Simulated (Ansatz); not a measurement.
TaN, 2 atoms in the cell. The typed cell holds 2 atoms: a = 2.938 Å, b = 2.938 Å, c = 2.883 Å, α = 90.00°, β = 90.00°, γ = 120.00°.  The cell isn't the ideal one: atoms moved at random, drawn with an rms of 0.02 Å.

| Property | Result |
| --- | --- |
| Program | Ansatz 0.2.0 |
| Task | density of states |
| Functional | PBE |
| Dispersion | D4 |
| Potentials or basis | Ansatz PAW |
| Cutoff | 420 eV (not typed: the program's choice for these potentials) |
| k mesh | 8 × 8 × 7 |
| Occupations | gaussian, width 0.01 eV |
| Spin | spin-orbit coupling, no magnetisation |

Potentials or basis: Ansatz PAW.

The run is started by

```sh
$ ansatz run input.yaml --threads 1 --pin off --max-ram 2560MiB --backend cpu --events-out ev --progress --plain --runs-dir out
```

Hardware: 1 thread of INTEL(R) XEON(R) PLATINUM 8581C CPU @ 2.30GHz (Emerald Rapids) (shared host).

Question: How long does it take, and how much memory?

Answer: Run time: 28 s on 1 thread of INTEL(R) XEON(R) PLATINUM 8581C CPU @ 2.30GHz (Emerald Rapids), on a shared host, peak memory 0.65 GiB. Counts: scf iterations 7, plane waves 405, k points 226, bands 24.
